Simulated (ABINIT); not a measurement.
# Quasiparticle gap of BAs (F-43m) in ABINIT

Wanted: ground state, empty states, screening and self-energy for BAs (F-43m).

Program: ABINIT 10.8.3. Level of theory: LDA and many-body steps on it, plane waves. Results are calculated unless marked as measured.

**Experimental background.**

- Gap 1.82 eV: indirect optical gap from absorption edge; UV-visible absorption; 300 K; bulk crystal (single crystal grown by chemical vapor transport) (“Basic Physical Properties of Cubic Boron Arsenide”, 2019, arxiv:1911.11281).

- Gap 4.12 eV: direct gap from square of absorption coefficient, average of two samples; spectroscopic ellipsometry; 300 K; bulk crystal (CVT-grown opaque bulk crystals) (“Optical properties of cubic boron arsenide”, 2019, arxiv:1911.04914).

- Gap 2.02 eV: indirect gap from square root of absorption coefficient, average of three samples; transmission and reflection spectroscopy; 300 K; bulk crystal (CVT-grown platelets about 10 um thick) (“Optical properties of cubic boron arsenide”, 2019, arxiv:1911.04914).

Report form: the programs' logs are mostly left out.

### Step 1. The starting structure

The structure is cubic, space group F-43m (No. 216). Conventional cell: a = 4.777 Å, b = 4.777 Å, c = 4.777 Å, α = 90.00°, β = 90.00°, γ = 90.00°. Nearest to B lie 4 As at 2.07 Å. As has 4 B at 2.07 Å nearest. Farther neighbours are not listed.

The cell and positions come from the Crystallography Open Database and are kept as given unless a step says otherwise.

### Step 2. Ground state

This step: ABINIT 10.8.3; DFT, LDA, plane waves, norm-conserving pseudopotentials.

The ground-state density comes first.

The input, run.abi:

```
acell 3*1.0 Angstrom
rprim 
  -0.000000000000 2.388500000000 2.388500000000
  2.388500000000 -0.000000000000 2.388500000000
  2.388500000000 2.388500000000 -0.000000000000
ntypat 2
znucl 5 33
natom 2
typat 1 2
xred 
  0.000000000000 0.000000000000 0.000000000000
  0.250000000000 0.250000000000 0.250000000000
pp_dirpath "pseudos"
pseudos "B.upf, As.upf"
ecut 44
ngkpt 8 8 8
nshiftk 1
shiftk 0 0 0
kptopt 1
chksymbreak 0
nband 18
occopt 1
tolvrs 1e-10
nstep 60
prtwf 0
indata_prefix "in"
outdata_prefix "out"
tmpdata_prefix "tmp"
```

The run is started by

```sh
$ OMP_NUM_THREADS=1 mpirun -n 4 abinit run.abi > log
```

Wall time 17 s (4 MPI ranks of Arm Neoverse V1, shared host); peak memory 0.3 GiB; 67 s of CPU time.

This step gave:

```
total energy               : -8470.2911 eV
gap                        : 1.151 eV
k of the valence top       : 0, 0, 0
k of the conduction bottom : 0.375, 0.375, 0
least direct gap           : 3.259 eV
pressure                   : -16.56 GPa
```

The gap is indirect, with the least direct gap 2.11 eV higher.

The cutoff was set for levels, not for stress, so the pressure can be off by some GPa.

### Step 3. Bands along the symmetry lines

The cheap functional maps the bands first; the places of the edges decide which points the dearer methods must see.

The input, run.abi:

```
acell 3*1.0 Angstrom
rprim 
  -0.000000000000 2.388500000000 2.388500000000
  2.388500000000 -0.000000000000 2.388500000000
  2.388500000000 2.388500000000 -0.000000000000
ntypat 2
znucl 5 33
natom 2
typat 1 2
xred 
  0.000000000000 0.000000000000 0.000000000000
  0.250000000000 0.250000000000 0.250000000000
pp_dirpath "pseudos"
pseudos "B.upf, As.upf"
ecut 44
iscf -2
irdden 1
kptopt 0
nkpt 50
kpt 
  0.00000000 0.00000000 0.00000000
  -0.06250000 -0.06250000 0.00000000
  -0.12500000 -0.12500000 0.00000000
  -0.18750000 -0.18750000 0.00000000
  -0.25000000 -0.25000000 0.00000000
  -0.31250000 -0.31250000 0.00000000
  -0.37500000 -0.37500000 0.00000000
  -0.43750000 -0.43750000 0.00000000
  -0.50000000 -0.50000000 0.00000000
  -0.48437500 -0.48437500 0.03125000
  -0.46875000 -0.46875000 0.06250000
  -0.45312500 -0.45312500 0.09375000
  -0.43750000 -0.43750000 0.12500000
  -0.42187500 -0.42187500 0.15625000
  -0.40625000 -0.40625000 0.18750000
  -0.39062500 -0.39062500 0.21875000
  -0.37500000 -0.37500000 0.25000000
  -0.37500000 0.00000000 0.37500000
  -0.32812500 0.00000000 0.32812500
  -0.28125000 0.00000000 0.28125000
  -0.23437500 0.00000000 0.23437500
  -0.18750000 0.00000000 0.18750000
  -0.14062500 0.00000000 0.14062500
  -0.09375000 0.00000000 0.09375000
  -0.04687500 0.00000000 0.04687500
  0.00000000 0.00000000 0.00000000
  0.00000000 0.00000000 0.06250000
  0.00000000 0.00000000 0.12500000
  0.00000000 0.00000000 0.18750000
  0.00000000 0.00000000 0.25000000
  0.00000000 0.00000000 0.31250000
  0.00000000 0.00000000 0.37500000
  0.00000000 0.00000000 0.43750000
  -0.00000000 -0.00000000 0.50000000
  -0.06250000 -0.03125000 0.46875000
  -0.12500000 -0.06250000 0.43750000
  -0.18750000 -0.09375000 0.40625000
  -0.25000000 -0.12500000 0.37500000
  -0.31250000 -0.15625000 0.34375000
  -0.37500000 -0.18750000 0.31250000
  -0.43750000 -0.21875000 0.28125000
  -0.50000000 -0.25000000 0.25000000
  -0.50000000 -0.28125000 0.21875000
  -0.50000000 -0.31250000 0.18750000
  -0.50000000 -0.34375000 0.15625000
  -0.50000000 -0.37500000 0.12500000
  -0.50000000 -0.40625000 0.09375000
  -0.50000000 -0.43750000 0.06250000
  -0.50000000 -0.46875000 0.03125000
  -0.50000000 -0.50000000 0.00000000
istwfk *1
nband 23
nbdbuf 5
tolwfr 1e-07
nstep 50
prtwf 0
prtvol 0
indata_prefix "in"
outdata_prefix "out"
tmpdata_prefix "tmp"
```

It took 12 s on 4 MPI ranks; peak memory 0.29 GiB; 50 s of CPU time.

This step gave:

```
gap                        : 1.151 eV
k of the valence top       : 0, 0, 0
k of the conduction bottom : -0.375, -0.375, 0
least direct gap           : 3.259 eV
```

The gap is 1.151 eV, as in the run before at this level.

The electronic bands at the labelled points (eV, zero at the top of the highest filled band):

```
    point  band 10  band 11  band 12  band 13  band 14  band 15  band 16  band 17
        Γ   -15.40     0.00     0.00     0.00     3.26     3.26     3.26     4.64
  halfway   -14.06    -4.07    -2.70    -2.70     1.62     4.49     7.35     7.35
        X   -11.29    -8.42    -4.07    -4.07     1.35     1.44    11.26    11.26
  halfway   -11.25    -8.30    -4.91    -3.92     1.55     2.75    10.61    10.69
        U   -11.32    -8.03    -5.96    -3.48     2.00     5.49     9.16     9.66
jump to K   -11.32    -8.03    -5.96    -3.48     2.00     5.49     9.16     9.66
  halfway   -13.92    -5.11    -3.78    -1.13     3.94     4.88     5.74     6.92
        Γ   -15.40     0.00     0.00     0.00     3.26     3.26     3.26     4.64
  halfway   -14.40    -4.92    -1.15    -1.15     3.04     4.64     4.64     7.81
        L   -12.55    -8.74    -1.81    -1.81     2.68     4.78     4.78     8.73
  halfway   -11.99    -8.23    -4.54    -3.07     3.92     4.74     7.41     8.97
        W   -11.13    -7.93    -5.50    -5.20     5.21     5.86     6.72     7.06
  halfway   -11.21    -8.21    -4.81    -4.70     2.88     2.92     9.64     9.88
        X   -11.29    -8.42    -4.07    -4.07     1.35     1.44    11.26    11.26
```

### Step 4. Empty states on the mesh, 6×6×6 mesh, 516 bands

The sums over transitions need many empty states on a uniform mesh; this step solves for them.

The input, run.abi:

```
acell 3*1.0 Angstrom
rprim 
  -0.000000000000 2.388500000000 2.388500000000
  2.388500000000 -0.000000000000 2.388500000000
  2.388500000000 2.388500000000 -0.000000000000
ntypat 2
znucl 5 33
natom 2
typat 1 2
xred 
  0.000000000000 0.000000000000 0.000000000000
  0.250000000000 0.250000000000 0.250000000000
pp_dirpath "pseudos"
pseudos "B.upf, As.upf"
ecut 44
ngkpt 6 6 6
nshiftk 1
shiftk 0 0 0
kptopt 1
chksymbreak 0
irdden 1
istwfk *1
nband 516
prtvol 0
optdriver 6
gwr_task "HDIAGO"
paral_kgb 0
occopt 1
indata_prefix "in"
outdata_prefix "out"
tmpdata_prefix "tmp"
```

Run time: 63 s. Hardware: 4 MPI ranks; peak memory 1.7 GiB.

This step gave:

- gap: 1.238 eV
- k of the valence top: 0, 0, 0
- k of the conduction bottom: 0.3333, 0.3333, 0
- least direct gap: 3.259 eV
- k points computed: 16
- lowest point of the top converged band, above the valence top: 374.8671 eV

On this mesh the gap is 1.238 eV. The earlier step found 1.151 eV, so this mesh misses an edge.

### Step 5. Screening, 6×6×6 mesh, 354 bands, screening to 390.5 eV

The RPA dielectric matrix is built and inverted for each q.

This step: RPA screening on LDA, plane waves, norm-conserving pseudopotentials.

Edit run.abi of step 4 so:

```diff
@@ -20,10 +20,11 @@
 chksymbreak 0
-irdden 1
 istwfk *1
-nband 516
-prtvol 0
-optdriver 6
-gwr_task "HDIAGO"
-paral_kgb 0
 occopt 1
+irdwfk 1
+optdriver 3
+nband 354
+ecuteps 14.35
+inclvkb 2
+awtr 1
+symchi 1
 indata_prefix "in"
```

Run time: 30 min. Hardware: 4 MPI ranks; peak memory 3.6 GiB.

Numbers from this step:

```
ε∞ with local fields, on this mesh, along the program's q direction : 10.68
the same without local fields                                       : 11.71
plasma frequency                                                    : 36.27 eV
plane waves in the screening matrix                                 : 531
```

Local fields lower ε∞ by 9 %.

### Step 6. Self-energy, 6×6×6 mesh, 354 bands, screening to 390.5 eV

The self-energy is evaluated for the states that the input lists, and the levels follow from it, in one-shot runs by the linearised quasiparticle equation.

This step: G0W0 on LDA, plane waves, norm-conserving pseudopotentials.

Edit run.abi of step 5 so:

```diff
@@ -23,8 +23,21 @@
 irdwfk 1
-optdriver 3
+optdriver 4
 nband 354
+gwcalctyp 0
+ecutsigx 44
+symsigma 1
+nkptgw 4
+kptgw 
+  0.0000000000 0.0000000000 0.0000000000
+  0.3333333333 0.3333333333 0.0000000000
+  0.5000000000 0.0000000000 0.0000000000
+  0.5000000000 0.5000000000 0.0000000000
+bdgw 
+  11 16
+  12 15
+  12 16
+  12 15
 ecuteps 14.35
-inclvkb 2
-awtr 1
-symchi 1
+irdscr 1
+ppmodel 1
 indata_prefix "in"
```

Elapsed: 11 min, on 4 MPI ranks; peak memory 4 GiB.

Numbers from this step:

| Quantity | Value |
| --- | --- |
| G0W0 gap on the mesh | 1.978 eV |
| starting gap on the mesh | 1.238 eV |
| k of the valence top | 0, 0, 0 |
| k of the conduction bottom | 0.3333, 0.3333, 0 |
| Z at the valence top | 0.806 |
| Z at the conduction bottom | 0.816 |
| least direct G0W0 gap on the computed points | 4.212 eV |

The gap on the mesh goes from 1.24 eV to 1.98 eV, a correction of +0.74 eV. The start differs from the 1.15 eV found before because the two sample other k points.

Limits: finite bands, cutoff and mesh; no spin-orbit coupling. v1 is the top filled band, c1 the lowest empty one. Levels before and after the correction, in eV, zero at the valence-band top of each column:

```
           conduction bottom  valence top
Kohn-Sham               1.24         0.00
     G0W0               1.98         0.00
```

```
                           level  energy (eV)
Kohn-Sham                Γ v3-v1        0.000
Kohn-Sham                Γ c1-c3        3.259
Kohn-Sham  (0.333 0.333 0) v2-v1       -3.449
Kohn-Sham     (0.333 0.333 0) c1        1.238
Kohn-Sham     (0.333 0.333 0) c2        3.089
     G0W0                Γ v3-v1        0.000
     G0W0                Γ c1-c3        4.212
     G0W0  (0.333 0.333 0) v2-v1       -3.583
     G0W0     (0.333 0.333 0) c1        1.978
     G0W0     (0.333 0.333 0) c2        3.886
```

### Step 7. Where the time went

Times are wall times on 4 MPI ranks of Arm Neoverse V1, shared host, good to a factor of about two.

```
                          step    time  share  memory (GiB)
                  ground state    17 s    1 %           0.3
bands along the symmetry lines    12 s    0 %          0.29
      empty states on the mesh    63 s    2 %           1.7
                     screening  30 min   71 %           3.6
                   self-energy  11 min   26 %           4.0
```

### Step 8. Summary of results

| Item | Value |
| --- | --- |
| LDA gap | 1.15 eV, indirect |
| G0W0 gap on the mesh | 1.98 eV |
| G0W0 gap over the zone (rigid shift) | 1.89 eV |
| GW settings | 6×6×6 mesh, 354 bands, screening to 390.5 eV, Godby-Needs plasmon pole |
| known limits | not at the basis limit; no spin-orbit coupling |

**Reading.** G0W0 moves the gap on the mesh from 1.24 eV to 1.98 eV (+0.74 eV), with Z of 0.81 and 0.82 at the edges. The mesh misses the band edges by 0.09 eV in all; a rigid shift gives 1.89 eV for the zone. Local fields lower the RPA ε∞ on this mesh from 11.71 to 10.68. The dearest step here is «screening». Against experiment, by G0W0@LDA: the gap of 1.89 eV lies +0.07 eV from the measured 1.82 eV (indirect, 300 K, 2019); the direct gap of 4.21 eV lies +0.09 eV from the measured 4.12 eV (direct, 300 K, 2019); the gap of 1.89 eV lies −0.13 eV from the measured 2.02 eV (indirect, 300 K, 2019). An exciton line or allowed optical edge lies below the quasiparticle gap by the binding energy; a forbidden edge can push the onset above it. The calculation has static nuclei and no excitons; a measured gap holds zero-point and thermal motion, which mostly lowers it. Bands and cutoff are finite, so the gap is not at the basis limit. The miss can reach some tenths of an eV and take either sign; the mesh is an error of its own. A denser mesh or path gives a starting gap of 1.15 eV: the GW mesh misses a band edge, so its gaps are not the fundamental one. The many-body steps are scalar-relativistic: spin-orbit coupling is not in them.

[Paths, hosts, dates, memory and timing lines, banners, echoed tables and standing remarks are left out of the program output.]

[Logs are printed without paths, hosts, clocks, repeated set-up lines and the standing remarks that a program may print on its own settings, such as how far it seeks lower states.]

[Runs of the session that timed out or met a known fault of the program may be left out.]

[Hosts, paths, dates, database ids (printed as entryN), source tags and the programs' standing remarks are cut or masked in the printed files.]

[G0W0 gaps are taken among the corrected bands and points alone; a level outside them can change the order at an edge.]

[Where Ansatz stands beside ABINIT at settings called matched, ABINIT's density can come from a denser mesh and the files from another edition; pairs whose starting gaps differed by over 0.03 eV were left out, so agreement reads better than it is.]
